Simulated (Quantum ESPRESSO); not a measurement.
The system is MnS.

```
Mn S
1.0
     0.00000    2.60450    2.60450
     2.60450    0.00000    2.60450
     2.60450    2.60450    0.00000
Mn S
1 1
Direct
  0.00000 0.00000 0.00000
  0.50000 0.50000 0.50000
```

Program: Quantum ESPRESSO 7.5. Alike in all runs: task band structure; spin collinear, ferromagnetic start; cell as given; k mesh 9 × 9 × 9; cutoff (eV) 1306; smearing fermi-dirac 0.05 eV.

Q: Order these runs on this cell by their pressure, lowest first.
A. level PBE; potentials or basis PseudoDojo 0.4.1 SR PBE standard
B. level LDA; potentials or basis PseudoDojo 0.4.1 SR LDA standard; form of the LDA correlation PW92
C. level PBEsol; potentials or basis PseudoDojo 0.4.1 SR PBEsol standard

A: B (-11.2 GPa), C (-6.7 GPa), A (-2.0 GPa).

Caveats: a cell with one magnetic atom can't hold antiferromagnetic order, which such compounds often take.
